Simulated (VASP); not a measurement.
# C (Fd-3m) in VASP: settings compared, part 2 of 2

VASP 6.6.1. The steps go on from the part before.

## (4) Single point, LDA (grid = ENCUT=400 dk=1.6 cell=2x2x2 ISMEAR=0 SIGMA=0.05 LREAL=Auto EDIFF=1e-06)

Contents of INCAR:

```
SYSTEM = C
PREC = Accurate ; ENCUT = 400
EDIFF = 1E-6 ; ISMEAR = 0
SIGMA = 0.05 ; LREAL = Auto
LASPH = .TRUE. ; NELM = 120
ALGO = Fast ; ISIF = 2
LWAVE = .FALSE. ; LCHARG = .FALSE.
NBANDS = 40
```

Contents of KPOINTS:

```
Automatic mesh
0
G
  1 1 1
  0 0 0
```

Contents of POSCAR:

```
C
1.0
    0.0000000000      3.5667400000      3.5667400000
    3.5667400000      0.0000000000      3.5667400000
    3.5667400000      3.5667400000      0.0000000000
C
16
Direct
    0.3750000000      0.3750000000      0.3750000000
    0.3750000000      0.3750000000      0.8750000000
    0.3750000000      0.8750000000      0.3750000000
    0.3750000000      0.8750000000      0.8750000000
    0.8750000000      0.3750000000      0.3750000000
    0.8750000000      0.3750000000      0.8750000000
    0.8750000000      0.8750000000      0.3750000000
    0.8750000000      0.8750000000      0.8750000000
    0.2500000000      0.2500000000      0.2500000000
    0.2500000000      0.2500000000      0.7500000000
    0.2500000000      0.7500000000      0.2500000000
    0.2500000000      0.7500000000      0.7500000000
    0.7500000000      0.2500000000      0.2500000000
    0.7500000000      0.2500000000      0.7500000000
    0.7500000000      0.7500000000      0.2500000000
    0.7500000000      0.7500000000      0.7500000000
```

Potentials or basis: VASP PAW LDA potentials, release 64 (C).

Started as:

```console
cat potpaw_LDA.64/C/POTCAR > POTCAR
mpirun -np 1 vasp_std > vasp.out
```

OUTCAR:

```text
SYSTEM = C
   PREC = Accurate
   ENCUT = 400
   EDIFF = 1E-6
   ISMEAR = 0
   LREAL = Auto
   LASPH = .TRUE.
   NELM = 120
   ISIF = 2

 Found      1 irreducible k-points:

 Following reciprocal coordinates:
            Coordinates               Weight
  0.000000  0.000000  0.000000      1.000000
   k-points           NKPTS =      1   k-points in BZ     NKDIM =      1   number of bands    NBANDS=     40
   number of dos      NEDOS =    301   number of ions     NIONS =     16
   total plane-waves  NPLWV =  46656
   dimension x,y,z NGX =    36 NGY =   36 NGZ =   36
   dimension x,y,z NGXF=    72 NGYF=   72 NGZF=   72
   ions per type =              16
   NGX,Y,Z   is equivalent  to a cutoff of  11.86, 11.86, 11.86 a.u.
   NGXF,Y,Z  is equivalent  to a cutoff of  23.73, 23.73, 23.73 a.u.
 SYSTEM =  C
   PREC   = accura    normal or accurate (medium, high low for compatibility)
   ISTART =      0    job   : 0-new  1-cont  2-samecut
   ICHARG =      2    charge: 1-file 2-atom 10-const
   ISPIN  =      1    spin polarized calculation?
   LNONCOLLINEAR =      F non collinear calculations
   LSORBIT =      F    spin-orbit coupling
   LASPH  =      T    aspherical Exc in radial PAW
   ENCUT  =  400.0 eV  29.40 Ry    5.42 a.u.   8.23  8.23  8.23*2*pi/ulx,y,z
   NELM   =    120;   NELMIN=  2; NELMDL= -5     # of ELM steps
   EDIFF  = 0.1E-05   stopping-criterion for ELM
   LREAL  =      T    real-space projection
   EDIFFG = 0.1E-04   stopping-criterion for IOM
   NSW    =      0    number of steps for IOM
   IBRION =     -1    ionic relax: 0-MD 1-quasi-New 2-CG
   NFREE  =      0    steps in history (QN), initial steepest desc. (CG)
   ISIF   =      2    stress and relaxation
   ISYM   =      2    0-nonsym 1-usesym 2-fastsym
   POTIM  = 0.5000    time-step for ionic-motion
   TEBEG  =    0.0;   TEEND  =   0.0 temperature during run
   PSTRESS=    0.0 pullay stress
   NELECT =      64.0000    total number of electrons
   NUPDOWN=      -1.0000    fix difference up-down
   EMIN   =  10.00;   EMAX   =-10.00  energy-range for DOS
   EFERMI =   0.00;   METHOD = LEGACY
   ISMEAR =     0;   SIGMA  =   0.05  broadening in eV -4-tet -1-fermi 0-gaus
   EFERMI_NEDOS =   21; number of points for ismear=-14 and -15
   IALGO  =     68    algorithm
   IMIX   =      4    mixing-type and parameters
     AMIX     =   0.40;   BMIX     =  1.00
     AMIX_MAG =   1.60;   BMIX_MAG =  1.00
  volume/ion in A,a.u.               =       5.67        38.28
  Fermi-wavevector in a.u.,A,eV,Ry     =   1.457203  2.753714 28.891161  2.123440
  Thomas-Fermi vector in A             =   2.574032
   LORBIT       =      0    0 simple, 1 ext, 2 COOP (PROOUT), +10 PAW based schemes
   GGA     = CA    functional components
   LHFCALC =     F    Hartree Fock is set to
   AEXX    =    0.0000 exact exchange contribution
   IVDW    =     0    specifies the selected vdW correction
   LEPSILON=     F    determine dielectric tensor
   LRPA    =     F    only Hartree local field effects (RPA)
 non-spin polarized calculation
 RMM-DIIS sequential band-by-band and
 Gauss-broadening in eV      SIGMA  =   0.05
  energy-cutoff  :      400.00
  volume of cell :       90.75
 maximum number of plane-waves:      1639
 NGX is ok and might be reduce to    36
   NGX = 17   NGY = 17   NGZ = 17

 number of electron      64.0000031 magnetization

 Free energy of the ion-electron system (eV)
  ---------------------------------------------------
  ext. energy  EPLUGINS =         0.00000000
  ---------------------------------------------------
  free energy    TOTEN  =      -136.50341454 eV

  energy without entropy =     -136.50341454  energy(sigma->0) =     -136.50341454

 E-fermi :  10.3984     XC(G=0): -13.4106

 val. band max:       10.1297650140   @ k =   0.0000   0.0000   0.0000
 cond. band min:      14.5530001490   @ k =   0.0000   0.0000   0.0000
 fundamental gap:      4.4232351350
 Fermi energy:        10.3984055713

 k-point     1 :       0.0000    0.0000    0.0000
  band No.  band energies     occupation
      1     -11.3987      2.00000
      2      -5.4906      2.00000
      3      -5.4906      2.00000
      4      -5.4906      2.00000
      5      -5.4905      2.00000
      6      -3.4419      2.00000
[... 32 lines left out ...]
     39      15.5626      0.00000
     40      15.5626      0.00000

------------------------ aborting loop because EDIFF is reached ----------------------------------------

  FORCE on cell =-STRESS in cart. coord.  units (eV):
  Direction    XX          YY          ZZ          XY          YZ          ZX
  --------------------------------------------------------------------------------------
  -------------------------------------------------------------------------------------
  Total        7.3298278      7.3298278      7.3298278      0.0000000      0.0000000      0.0000000
  in kB      129.4076652    129.4076652    129.4076652      0.0000000      0.0000000      0.0000000
  external PRESSURE =     129.4076652 kB  Pullay stress =       0.0000000 kB

 VOLUME and BASIS-vectors are now :
 -----------------------------------------------------------------------------
  energy-cutoff  :      400.00
  volume of cell :       90.75
      direct lattice vectors                 reciprocal lattice vectors
     0.000000000  3.566740000  3.566740000    -0.140184034  0.140184034  0.140184034
     3.566740000  0.000000000  3.566740000     0.140184034 -0.140184034  0.140184034
     3.566740000  3.566740000  0.000000000     0.140184034  0.140184034 -0.140184034

 POSITION                                       TOTAL-FORCE (eV/Angst)
 -----------------------------------------------------------------------------------
      2.67505      2.67505      2.67505         0.000000      0.000000      0.000000
      4.45843      4.45843      2.67505         0.000000      0.000000      0.000000
      4.45843      2.67505      4.45843         0.000000      0.000000      0.000000
      6.24179      4.45843      4.45843         0.000000      0.000000      0.000000
      2.67505      4.45843      4.45843         0.000000      0.000000      0.000000
      4.45843      6.24179      4.45843        -0.000000      0.000000      0.000000
[... 8 lines left out ...]
      3.56674      3.56674      5.35011        -0.000000     -0.000000     -0.000000
      5.35011      5.35011      5.35011        -0.000000     -0.000000     -0.000000
 -----------------------------------------------------------------------------------
    total drift:                                0.000000     -0.000000     -0.000000

  FREE ENERGIE OF THE ION-ELECTRON SYSTEM (eV)
  ---------------------------------------------------
  free  energy   TOTEN  =      -136.5034145352 eV

  energy  without entropy=     -136.5034145352  energy(sigma->0) =     -136.50341454
```

OSZICAR:

```text
N       E                     dE             d eps       ncg     rms          rms(c)
DAV:   1     0.154600698566E+03    0.15460E+03   -0.28737E+04    80   0.124E+03
DAV:   2    -0.131940877522E+03   -0.28654E+03   -0.27262E+03   104   0.250E+02
DAV:   3    -0.145937119278E+03   -0.13996E+02   -0.13885E+02   104   0.537E+01
DAV:   4    -0.146147748212E+03   -0.21063E+00   -0.20977E+00   104   0.680E+00
DAV:   5    -0.146152029135E+03   -0.42809E-02   -0.42780E-02    96   0.944E-01    0.188E+01
RMM:   6    -0.139113553064E+03    0.70385E+01   -0.44068E+00    81   0.100E+01    0.110E+01
RMM:   7    -0.136482259756E+03    0.26313E+01   -0.69303E+00    87   0.132E+01    0.234E+00
RMM:   8    -0.136504578544E+03   -0.22319E-01   -0.30346E-01    83   0.360E+00    0.549E-01
RMM:   9    -0.136503148871E+03    0.14297E-02   -0.60375E-02    86   0.143E+00    0.196E-01
RMM:  10    -0.136503445990E+03   -0.29712E-03   -0.74950E-03    86   0.485E-01    0.149E-01
RMM:  11    -0.136503375908E+03    0.70081E-04   -0.16072E-03    90   0.208E-01    0.168E-02
RMM:  12    -0.136503407273E+03   -0.31365E-04   -0.30436E-04    91   0.883E-02    0.197E-02
RMM:  13    -0.136503416101E+03   -0.88275E-05   -0.61449E-05    87   0.369E-02    0.541E-02
RMM:  14    -0.136503414389E+03    0.17113E-05   -0.16452E-05    78   0.207E-02    0.100E-02
RMM:  15    -0.136503414535E+03   -0.14573E-06   -0.46766E-06    60   0.859E-03
   1 F= -.13650341E+03 E0= -.13650341E+03  d E =-.245841E-13
```

stdout:

```text
POSCAR found type information on POSCAR C
 POSCAR found :  1 types and      16 ions
 scaLAPACK will be used
 LDA part: xc-table for (Slater(with rela. corr.)+CA(PZ))
 , standard interpolation
 POSCAR, INCAR and KPOINTS ok, starting setup
 FFT: planning ... GRIDC
 FFT: planning ... GRID_SOFT
 FFT: planning ... GRID
 WAVECAR not read
 entering main loop
```

It took 13 s on 1 thread of Intel Xeon Platinum 8375C at 2.90GHz (Ice Lake), shared host; peak memory 0.16 GiB.

The run converged, but some of its settings lie outside the range that counts as converged, so its numbers aren't taken as properties of the crystal.

What came out:

| Item | Value |
| --- | --- |
| Free energy | -136.5034 eV |
| Band gap on the k mesh | 4.42 eV |

Caveat: the k mesh is coarse (spacing up to 1.53 Å⁻¹), so the values aren't converged; the cutoff is under 1.25 times the usual one of these potentials, so pressure, stress and relaxed cells hold a basis-set (Pulay) error; an odd mesh through Γ misses points on the zone boundary, where band edges often lie.

## (5) Single point, LDA (grid = ENCUT=400 dk=0.9 cell=2x2x2 ISMEAR=0 SIGMA=0.05 LREAL=Auto EDIFF=1e-06)

INCAR is that of step 4.

Contents of KPOINTS:

```
Automatic mesh
0
G
  2 2 2
  0 0 0
```

POSCAR is that of step 4.

Started as:

```console
cat potpaw_LDA.64/C/POTCAR > POTCAR
mpirun -np 1 vasp_std > vasp.out
```

It took 26 s on 1 thread of Intel Xeon Platinum 8375C at 2.90GHz (Ice Lake), shared host; peak memory 0.16 GiB.

The run converged, but some of its settings lie outside the range that counts as converged, so its numbers aren't taken as properties of the crystal.

What came out:

```yaml
Free_energy: -160.9401 eV
Band_gap_on_the_k_mesh: 4.38 eV
```

Caveat: the k mesh is coarse (spacing up to 0.76 Å⁻¹), so the values aren't converged; the cutoff is under 1.25 times the usual one of these potentials, so pressure, stress and relaxed cells hold a basis-set (Pulay) error.

## (6) Single point, LDA (grid = ENCUT=400 dk=0.6 cell=2x2x2 ISMEAR=0 SIGMA=0.05 LREAL=Auto EDIFF=1e-06)

INCAR is that of step 5.

Contents of KPOINTS:

```
Automatic mesh
0
G
  3 3 3
  0 0 0
```

POSCAR is that of step 5.

Potentials or basis: VASP PAW LDA potentials, release 64 (C).

Started as:

```console
cat potpaw_LDA.64/C/POTCAR > POTCAR
mpirun -np 1 vasp_std > vasp.out
```

OUTCAR:

```text
SYSTEM = C
   PREC = Accurate
   ENCUT = 400
   EDIFF = 1E-6
   ISMEAR = 0
   LREAL = Auto
   LASPH = .TRUE.
   NELM = 120
   ISIF = 2

 Found      4 irreducible k-points:

 Following reciprocal coordinates:
            Coordinates               Weight
  0.000000  0.000000  0.000000      1.000000
  0.333333  0.000000  0.000000      8.000000
  0.333333  0.333333  0.000000      6.000000
 -0.333333  0.333333  0.000000     12.000000
   k-points           NKPTS =      4   k-points in BZ     NKDIM =      4   number of bands    NBANDS=     40
   number of dos      NEDOS =    301   number of ions     NIONS =     16
   total plane-waves  NPLWV =  46656
   dimension x,y,z NGX =    36 NGY =   36 NGZ =   36
   dimension x,y,z NGXF=    72 NGYF=   72 NGZF=   72
   ions per type =              16
   NGX,Y,Z   is equivalent  to a cutoff of  11.86, 11.86, 11.86 a.u.
   NGXF,Y,Z  is equivalent  to a cutoff of  23.73, 23.73, 23.73 a.u.
 SYSTEM =  C
   PREC   = accura    normal or accurate (medium, high low for compatibility)
   ISTART =      0    job   : 0-new  1-cont  2-samecut
   ICHARG =      2    charge: 1-file 2-atom 10-const
   ISPIN  =      1    spin polarized calculation?
   LNONCOLLINEAR =      F non collinear calculations
   LSORBIT =      F    spin-orbit coupling
   LASPH  =      T    aspherical Exc in radial PAW
   ENCUT  =  400.0 eV  29.40 Ry    5.42 a.u.   8.23  8.23  8.23*2*pi/ulx,y,z
   NELM   =    120;   NELMIN=  2; NELMDL= -5     # of ELM steps
   EDIFF  = 0.1E-05   stopping-criterion for ELM
   LREAL  =      T    real-space projection
   EDIFFG = 0.1E-04   stopping-criterion for IOM
   NSW    =      0    number of steps for IOM
   IBRION =     -1    ionic relax: 0-MD 1-quasi-New 2-CG
   NFREE  =      0    steps in history (QN), initial steepest desc. (CG)
   ISIF   =      2    stress and relaxation
   ISYM   =      2    0-nonsym 1-usesym 2-fastsym
   POTIM  = 0.5000    time-step for ionic-motion
   TEBEG  =    0.0;   TEEND  =   0.0 temperature during run
   PSTRESS=    0.0 pullay stress
   NELECT =      64.0000    total number of electrons
   NUPDOWN=      -1.0000    fix difference up-down
   EMIN   =  10.00;   EMAX   =-10.00  energy-range for DOS
   EFERMI =   0.00;   METHOD = LEGACY
   ISMEAR =     0;   SIGMA  =   0.05  broadening in eV -4-tet -1-fermi 0-gaus
   EFERMI_NEDOS =   21; number of points for ismear=-14 and -15
   IALGO  =     68    algorithm
   IMIX   =      4    mixing-type and parameters
     AMIX     =   0.40;   BMIX     =  1.00
     AMIX_MAG =   1.60;   BMIX_MAG =  1.00
  volume/ion in A,a.u.               =       5.67        38.28
  Fermi-wavevector in a.u.,A,eV,Ry     =   1.457203  2.753714 28.891161  2.123440
  Thomas-Fermi vector in A             =   2.574032
   LORBIT       =      0    0 simple, 1 ext, 2 COOP (PROOUT), +10 PAW based schemes
   GGA     = CA    functional components
   LHFCALC =     F    Hartree Fock is set to
   AEXX    =    0.0000 exact exchange contribution
   IVDW    =     0    specifies the selected vdW correction
   LEPSILON=     F    determine dielectric tensor
   LRPA    =     F    only Hartree local field effects (RPA)
 non-spin polarized calculation
 RMM-DIIS sequential band-by-band and
 Gauss-broadening in eV      SIGMA  =   0.05
  energy-cutoff  :      400.00
  volume of cell :       90.75
 maximum number of plane-waves:      1652
 NGX is ok and might be reduce to    36
   NGX = 17   NGY = 17   NGZ = 17

 number of electron      64.0000025 magnetization

 Free energy of the ion-electron system (eV)
  ---------------------------------------------------
  ext. energy  EPLUGINS =         0.00000000
  ---------------------------------------------------
  free energy    TOTEN  =      -161.89637215 eV

  energy without entropy =     -161.89637215  energy(sigma->0) =     -161.89637215

 E-fermi :  10.0163     XC(G=0): -13.4991

 val. band max:        9.7470044531   @ k =   0.0000   0.0000   0.0000
 cond. band min:      13.8508307288   @ k =   0.3333   0.3333   0.0000
 fundamental gap:      4.1038262757
 Fermi energy:        10.0163071529

 k-point     1 :       0.0000    0.0000    0.0000
  band No.  band energies     occupation
      1     -11.5967      2.00000
      2      -5.7562      2.00000
      3      -5.7562      2.00000
      4      -5.7562      2.00000
      5      -5.7562      2.00000
      6      -3.6360      2.00000
[... 32 lines left out ...]
     39      15.2885      0.00000
     40      15.2885      0.00000

 k-point     2 :       0.3333    0.0000    0.0000
  band No.  band energies     occupation
      1     -10.8303      2.00000
      2      -8.5787      2.00000
      3      -5.8166      2.00000
      4      -5.8166      2.00000
      5      -5.8166      2.00000
      6      -4.9884      2.00000
[... 32 lines left out ...]
     39      16.7743      0.00000
     40      17.0608      0.00000

 k-point     3 :       0.3333    0.3333    0.0000
  band No.  band energies     occupation
      1     -10.5756      2.00000
      2      -7.5779      2.00000
      3      -6.9008      2.00000
      4      -6.9008      2.00000
      5      -6.9008      2.00000
      6      -6.9008      2.00000
[... 32 lines left out ...]
     39      17.8213      0.00000
     40      17.8697      0.00000

 k-point     4 :      -0.3333    0.3333    0.0000
  band No.  band energies     occupation
      1      -9.5677      2.00000
      2      -8.8184      2.00000
      3      -8.8184      2.00000
      4      -6.6367      2.00000
      5      -6.6367      2.00000
      6      -4.1382      2.00000
[... 32 lines left out ...]
     39      18.3575      0.00000
     40      18.4023      0.00000

------------------------ aborting loop because EDIFF is reached ----------------------------------------

  FORCE on cell =-STRESS in cart. coord.  units (eV):
  Direction    XX          YY          ZZ          XY          YZ          ZX
  --------------------------------------------------------------------------------------
  -------------------------------------------------------------------------------------
  Total       -8.7913387     -8.7913387     -8.7913387      0.0000000      0.0000000     -0.0000000
  in kB     -155.2105514   -155.2105514   -155.2105514      0.0000000      0.0000000     -0.0000000
  external PRESSURE =    -155.2105514 kB  Pullay stress =       0.0000000 kB

 VOLUME and BASIS-vectors are now :
 -----------------------------------------------------------------------------
  energy-cutoff  :      400.00
  volume of cell :       90.75
      direct lattice vectors                 reciprocal lattice vectors
     0.000000000  3.566740000  3.566740000    -0.140184034  0.140184034  0.140184034
     3.566740000  0.000000000  3.566740000     0.140184034 -0.140184034  0.140184034
     3.566740000  3.566740000  0.000000000     0.140184034  0.140184034 -0.140184034

 POSITION                                       TOTAL-FORCE (eV/Angst)
 -----------------------------------------------------------------------------------
      2.67505      2.67505      2.67505         0.000000      0.000000     -0.000000
      4.45843      4.45843      2.67505         0.000000      0.000000     -0.000000
      4.45843      2.67505      4.45843         0.000000      0.000000     -0.000000
      6.24179      4.45843      4.45843         0.000000      0.000000      0.000000
      2.67505      4.45843      4.45843         0.000000      0.000000     -0.000000
      4.45843      6.24179      4.45843         0.000000      0.000000     -0.000000
[... 8 lines left out ...]
      3.56674      3.56674      5.35011        -0.000000     -0.000000      0.000000
      5.35011      5.35011      5.35011        -0.000000     -0.000000     -0.000000
 -----------------------------------------------------------------------------------
    total drift:                                0.000000     -0.000000     -0.000000

  FREE ENERGIE OF THE ION-ELECTRON SYSTEM (eV)
  ---------------------------------------------------
  free  energy   TOTEN  =      -161.8963721509 eV

  energy  without entropy=     -161.8963721509  energy(sigma->0) =     -161.89637215
```

Wall time 31 s (1 thread of Intel Xeon Platinum 8375C at 2.90GHz (Ice Lake), shared host); peak memory 0.16 GiB.

The run converged, but some of its settings lie outside the range that counts as converged, so its numbers aren't taken as properties of the crystal.

What came out:

* Free energy: -161.8964 eV
* Band gap on the k mesh: 4.10 eV

Caveat: the k mesh is coarse (spacing up to 0.51 Å⁻¹), so the values aren't converged; the cutoff is under 1.25 times the usual one of these potentials, so pressure, stress and relaxed cells hold a basis-set (Pulay) error; an odd mesh through Γ misses points on the zone boundary, where band edges often lie.

## (7) For comparison

An earlier run on the cell as given: functional PBE; potentials or basis VASP PAW PBE potentials, release 64 (C); cutoff 520 eV; k mesh 13 × 13 × 13; occupations fermi-dirac, width 0.05 eV; no spin polarisation.

* Pressure: 2.5 GPa
* Band gap on the k mesh: 4.14 eV, indirect (least direct gap 5.59 eV)
